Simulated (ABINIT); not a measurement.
# A GW chain in ABINIT: KI (Fm-3m)

How does a plane-wave GW calculation on KI (Fm-3m) run from the first input to the gap?

Main program and level: ABINIT 10.8.3; PBE and many-body steps on it, plane waves.

## 1. Set-up

The structure is cubic, space group Fm-3m (No. 225). The conventional cell has a = 7.066 Å, b = 7.066 Å, c = 7.066 Å, α = 90.00°, β = 90.00°, γ = 90.00°. Nearest to K lie 6 I at 3.53 Å. I has 6 K at 3.53 Å nearest. Farther neighbours and most contacts between anions are not listed.

The cell and positions come from the Crystallography Open Database and are kept as given unless a step says otherwise. Spin-orbit coupling is left out unless a step names it.

## 2. Ground state

This step: ABINIT 10.8.3; DFT, PBE, plane waves, norm-conserving pseudopotentials.

The ground-state density comes first.

run.abi

```
acell 3*1.0 Angstrom
rprim 
  0.000000000000 3.532775000000 3.532775000000
  3.532775000000 0.000000000000 3.532775000000
  3.532775000000 3.532775000000 -0.000000000000
ntypat 2
znucl 19 53
natom 2
typat 1 2
xred 
  0.000000000000 0.000000000000 0.000000000000
  0.500000000000 0.500000000000 0.500000000000
pp_dirpath "pseudos"
pseudos "K.upf, I.upf"
ecut 33
ngkpt 6 6 6
nshiftk 1
shiftk 0 0 0
kptopt 1
chksymbreak 0
nband 13
occopt 1
tolvrs 1e-10
nstep 60
prtwf 0
optforces 0
optstress 0
indata_prefix "in"
outdata_prefix "out"
tmpdata_prefix "tmp"
```

Run with:

```bash
$ OMP_NUM_THREADS=1 mpirun -n 4 abinit run.abi > log
```

Numbers of over 12 decimals in the logs are rounded to 6 here.

The log of the run:

```text
.Version 10.8.3 of ABINIT. v10.8.2 released Aug 2026.

 Symmetries : space group Fm -3 m (#225); Bravais cF (face-center cubic)
================================================================================
 Values of the parameters that define the memory need of the present run
     intxc =       0    ionmov =       0      iscf =       7    lmnmax =       6
     lnmax =       6     mgfft =      50  mpssoang =       3    mqgrid =    3001
     natom =       2  nloc_mem =       1    nspden =       1   nspinor =       1
    nsppol =       1      nsym =      48    n1xccc =    2501    ntypat =       2
    occopt =       1   xclevel =       2
-    mband =          13        mffmem =           1         mkmem =           4
       mpw =        5405          nfft =      125000          nkpt =          16
================================================================================
  Rough estimation (10% accuracy) of disk space for files :
================================================================================

--------------------------------------------------------------------------------
------------- Echo of variables that govern the present computation ------------
--------------------------------------------------------------------------------
 -outvars: echo values of preprocessed input variables --------
            acell      1.8897261259E+00  1.8897261259E+00  1.8897261259E+00 Bohr

      chksymbreak           0
             ecut      3.30000000E+01 Hartree
-          fftalg         312

              ixc     -101130
              kpt      0.00000000E+00  0.00000000E+00  0.00000000E+00
                       1.66666667E-01  0.00000000E+00  0.00000000E+00
                       3.33333333E-01  0.00000000E+00  0.00000000E+00
                       5.00000000E-01  0.00000000E+00  0.00000000E+00
                       1.66666667E-01  1.66666667E-01  0.00000000E+00
                       3.33333333E-01  1.66666667E-01  0.00000000E+00
                       5.00000000E-01  1.66666667E-01  0.00000000E+00
                      -3.33333333E-01  1.66666667E-01  0.00000000E+00
                      -1.66666667E-01  1.66666667E-01  0.00000000E+00
   [... 5 further rows ...]
                      -3.33333333E-01  3.33333333E-01  1.66666667E-01
                      -3.33333333E-01  5.00000000E-01  1.66666667E-01
         kptrlatt        6    0    0      0    6    0      0    0    6
          kptrlen      5.66475451E+01
P           mkmem           4
            natom           2
            nband          13
            ngfft          50      50      50
             nkpt          16
            nstep          60
             nsym          48
           ntypat           2
              occ      2.000000  2.000000  2.000000  2.000000  2.000000  2.000000
                       2.000000  2.000000  0.000000  0.000000  0.000000  0.000000
                       0.000000
        optforces           0
        optstress           0
            prtwf           0
            rprim      0.0000000000E+00  3.5327750000E+00  3.5327750000E+00
[...]
spgroup         225

           tolvrs      1.00000000E-10

             xred      0.0000000000E+00  0.0000000000E+00  0.0000000000E+00
[...]
znucl       19.00000   53.00000

================================================================================

 chkinp: Checking input parameters for consistency.

================================================================================
== DATASET  1 ==================================================================
-   mpi_nproc: 4, omp_nthreads: 1 (-1 if OMP is not activated)

--- !DatasetInfo
iteration_state: {dtset: 1, }
dimensions: {natom: 2, nkpt: 16, mband: 13, nsppol: 1, nspinor: 1, nspden: 1, mpw: 5405, }
cutoff_energies: {ecut:  33.0, pawecutdg:  -1.0, }
electrons: {nelect:   1.60000000E+01, charge:   0.00000000E+00, occopt:   1.00000000E+00, tsmear:   1.00000000E-02, }

 Real(R)+Recip(G) space primitive vectors, cartesian coordinates (Bohr,Bohr^-1):
 R(1)=  0.0000000  6.6759772  6.6759772  G(1)= -0.0748954  0.0748954  0.0748954
 R(2)=  6.6759772  0.0000000  6.6759772  G(2)=  0.0748954 -0.0748954  0.0748954
 R(3)=  6.6759772  6.6759772  0.0000000  G(3)=  0.0748954  0.0748954 -0.0748954
 Unit cell volume ucvol=  5.9507887E+02 bohr^3
 Angles (23,13,12)=  6.00000000E+01  6.00000000E+01  6.00000000E+01 degrees

 getcut: wavevector=  0.0000  0.0000  0.0000  ngfft=  50  50  50
         ecut(hartree)=     33.000   => boxcut(ratio)=   2.04876

--- Pseudopotential description ------------------------------------------------
- K Generated using ONCVPSP code by D. R. Hamann
- 19.00000   9.00000  171031                  znucl, zion, pspdat
12 -101130 2 -1 2222                          pspcod,pspxc,lmax,lloc,mmax
     nproj     2     2     2
  pspatm : epsatm=    8.42413758
         --- l  ekb(1:nproj) -->
[...]
pspatm: atomic psp has been read  and splines computed

- I Generated using ONCVPSP code by D. R. Hamann
- 53.00000   7.00000  171031                  znucl, zion, pspdat
12 -101130 2 -1 1196                          pspcod,pspxc,lmax,lloc,mmax
     nproj     2     2     2
  pspatm : epsatm=   19.17056757
         --- l  ekb(1:nproj) -->
[...]
2    4.134838    0.711910
 pspatm: atomic psp has been read  and splines computed

   4.41515282E+02                                ecore*ucvol(ha*bohr**3)
--------------------------------------------------------------------------------

_setup2: Arith. and geom. avg. npw (full set) are    5388.051    5388.035

================================================================================

--- !BeginCycle
iteration_state: {dtset: 1, }
solver: {iscf: 7, nstep: 60, nline: 4, wfoptalg: 0, }
tolerances: {tolvrs: 1.00E-10, }

     iter   Etot(hartree)      deltaE(h)  residm     vres2
 ETOT  1  -43.084150102588    -4.308E+01 2.534E-02 6.984E+01
 ETOT  2  -43.102403187570    -1.825E-02 2.146E-03 3.303E+00
 ETOT  3  -43.102515509612    -1.123E-04 1.060E-03 4.921E-01
 ETOT  4  -43.102523625818    -8.116E-06 4.845E-04 6.465E-02
 ETOT  5  -43.102525137926    -1.512E-06 6.316E-04 1.389E-03
 ETOT  6  -43.102525255408    -1.175E-07 5.937E-04 6.426E-05
 ETOT  7  -43.102525257403    -1.995E-09 7.598E-04 2.549E-06
 ETOT  8  -43.102525257520    -1.174E-10 5.321E-04 7.021E-08
 ETOT  9  -43.102525257525    -4.782E-12 5.695E-04 7.722E-10
 ETOT 10  -43.102525257523     1.918E-12 3.108E-04 2.422E-11

 At SCF step   10       vres2   =  2.42E-11 < tolvrs=  1.00E-10 =>converged.

--- !ResultsGS
iteration_state: {dtset: 1, }
comment   : Summary of ground state results
lattice_vectors:
- [  0.0000000,   6.6759772,   6.6759772, ]
- [  6.6759772,   0.0000000,   6.6759772, ]
- [  6.6759772,   6.6759772,  -0.0000000, ]
lattice_lengths: [   9.44126,    9.44126,    9.44126, ]
lattice_angles: [ 60.000,  60.000,  60.000, ] # degrees, (23, 13, 12)
lattice_volume:   5.9507887E+02
convergence: {deltae:  1.918E-12, res2:  2.422E-11, residm:  3.108E-04, diffor:  0.000E+00, }
etotal    :  -4.31025253E+01
entropy   :   0.00000000E+00
fermie    :   4.35632526E-03
cartesian_stress_tensor: null
pressure_GPa: null
xred      :
- [  0.0000E+00,   0.0000E+00,   0.0000E+00,  K]
- [  5.0000E-01,   5.0000E-01,   5.0000E-01,  I]
cartesian_forces: null
force_length_stats: {min: null, max: null, mean: null, }

 Integrated electronic density in atomic spheres:
 ------------------------------------------------
 Atom  Sphere_radius  Integrated_density
    1        2.00000          6.92264502
    2        2.00000          2.87372183
================================================================================

 ----iterations are completed or convergence reached----

 Mean square residual over all n,k,spin=   34.812E-07; max=  31.082E-05
 reduced coordinates (array xred) for    2 atoms
       0.000000000000      0.000000000000      0.000000000000
       0.500000000000      0.500000000000      0.500000000000
 rms dE/dt=  0.0000E+00; max dE/dt=  0.0000E+00; dE/dt below (all hartree)
    1       0.000000000000      0.000000000000      0.000000000000
    2       0.000000000000      0.000000000000      0.000000000000

 cartesian coordinates (angstrom) at end:
    1      0.000000     0.000000     0.000000
    2      3.532775     3.532775     3.532775
 length scales=  1.889726125908  1.889726125908  1.889726125908 bohr
              =  1.000000000000  1.000000000000  1.000000000000 angstroms
 prteigrs : about to open file out_EIG
 Fermi (or HOMO) energy (hartree) =   0.00436   Average Vxc (hartree)=  -0.26576
 Eigenvalues (hartree) for nkpt=  16  k points:
 kpt#   1, nband= 13, wtk=  0.00463, kpt=  0.0000  0.0000  0.0000 (reduced coord)
  -1.04300   -0.43616   -0.43616   -0.43616   -0.38166    0.00436    0.00436    0.00436
   0.14997    0.24342    0.24342    0.24342    0.26985
 prteigrs : prtvol=0 or 1, do not print more k-points.

--- !EnergyTerms
iteration_state     : {dtset: 1, }
comment             : Components of total free energy in Hartree
kinetic             :  1.34667133953278E+01
hartree             :  9.56437515154625E+00
xc                  : -1.04106413033510E+01
Ewald energy        : -2.74618377792638E+01
psp_core            :  7.41944137873510E-01
local_psp           : -3.51497426630674E+01
non_local_psp       :  6.14666380341154E+00
total_energy        : -4.31025252575231E+01
total_energy_eV     : -1.17287946295961E+03
band_energy         : -5.55993678185055E+00

== END DATASET(S) ==============================================================
================================================================================

 -outvars: echo values of variables after computation  --------
           etotal     -4.3102525258E+01
            nband          13
             nkpt          16
          spgroup         225
 [... the other variables as echoed above ...]

 Calculation completed.
```

It took 11 s on 4 MPI ranks of Arm Neoverse V2, shared host; peak memory 0.36 GiB; 43 s of CPU time.

Numbers from this step:

* total energy: -1172.8795 eV
* gap: 3.962 eV
* k of the valence top: 0, 0, 0
* k of the conduction bottom: 0, 0, 0
* least direct gap: 3.962 eV

The gap is direct, at Γ.

(Continued in part 2 of 3.)

[Paths, hosts, dates, memory and timing lines, banners, echoed tables and standing remarks are left out of the program output.]

[Logs are printed without paths, hosts, clocks, repeated set-up lines and the standing remarks that a program may print on its own settings, such as how far it seeks lower states.]

[Runs of the session that timed out or met a known fault of the program may be left out.]

[Hosts, paths, dates, database ids (printed as entryN), source tags and the programs' standing remarks are cut or masked in the printed files.]

[G0W0 gaps are taken among the corrected bands and points alone; a level outside them can change the order at an edge.]

[Where Ansatz stands beside ABINIT at settings called matched, ABINIT's density can come from a denser mesh and the files from another edition; pairs whose starting gaps differed by over 0.03 eV were left out, so agreement reads better than it is.]
